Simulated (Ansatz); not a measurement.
# CuO: the cost of one run

Method: DFT r2SCAN, PAW, plane waves, scalar-relativistic, in Ansatz 0.2.0.

## 1. The structure to begin with

The structure is monoclinic, space group Cc (No. 9). The conventional cell has a = 4.693 Å, b = 3.428 Å, c = 5.137 Å, α = 90.00°, β = 99.55°, γ = 90.00°. Around Cu (site symmetry 1) lie 4 O at 1.89 to 2.04 Å. O (site symmetry 1) is surrounded by 4 Cu at 1.89 to 2.04 Å.

Structure file:

```xyz
4
Lattice="2.3464 -1.7142 0.0000 2.3464 1.7142 0.0000 -0.8519 0.0000 5.0659" Properties=species:S:1:pos:R:3 pbc="T T T"
Cu    1.1732    0.8458    0.0000
Cu    0.7472   -0.8458    2.5329
O     2.0759   -0.2821    1.3181
O     1.6499    0.2821    3.8511
```

Atoms are counted from 1 in the order of input.yaml (O4 and so on).

Known so far: 7 plain starts ended in 3 states. The lowest came from “a moment on one site alone, plain SCF [Cu1 1.00 μB]”: antiferromagnetic, site moments Cu1 0.54, Cu2 -0.54 μB, total 0.00 μB per cell, a gap of 0.34 eV on the k-mesh, free energy -14397.3076 eV.

Runs to come: parallel moments, default search for lower states; opposed moments +-, default search for lower states; the moments typed in its input, standard search for lower states.

The default search lets the program follow hints of a lower state (another filling of open shells, a soft direction), where it sees any. The standard and full searches may also try other magnetic orders and fillings, and need not reach the lowest state. With a search on, the program may also reshape the start on open shells. Ends within 0.2 meV/atom and 0.1 μB count as one state.

Site moments are integrals over atomic spheres and don't add up to the total.

## 2. Parallel moments, default search for lower states

input.yaml reads:

```yaml
crystal:
  lattice:
    - [2.34635, -1.71415, 0.0]
    - [2.34635, 1.71415, 0.0]
    - [-0.85192, 0.0, 5.06587]
  atoms:
    - { symbol: Cu, position: [0.0033, 0.4967, 0.0], spin: 1.0 }
    - { symbol: Cu, position: [0.4967, 0.0033, 0.5], spin: 1.0 }
    - { symbol: O, position: [0.5719, 0.4073, 0.2602] }
    - { symbol: O, position: [0.4073, 0.5719, 0.7602] }
magnetization:
  spin_polarized: true
hamiltonian:
  xc: r2scan
  pseudopotentials: { kind: paw }
basis:
  ecutwfc: 500
kpoints:
  mp_grid: { grid: [7, 7, 4] }
scf:
  occupations: { method: fermi_dirac, width: 0.05 }
output:
  forces: true
  stress: true
  write_density: true
  write_potential: true
  elf: true
  volumetric_format: npy
```

Run with:

```sh
> ansatz run input.yaml --threads 2 --pin off --max-ram 5120MiB --backend cpu --events-out ev --progress --plain --runs-dir out
```

Q: Estimate wall time and peak memory on 2 threads of Intel Xeon 6975P-C (Granite Rapids), shared host.

About 29 s, with a peak of 0.56 GiB.
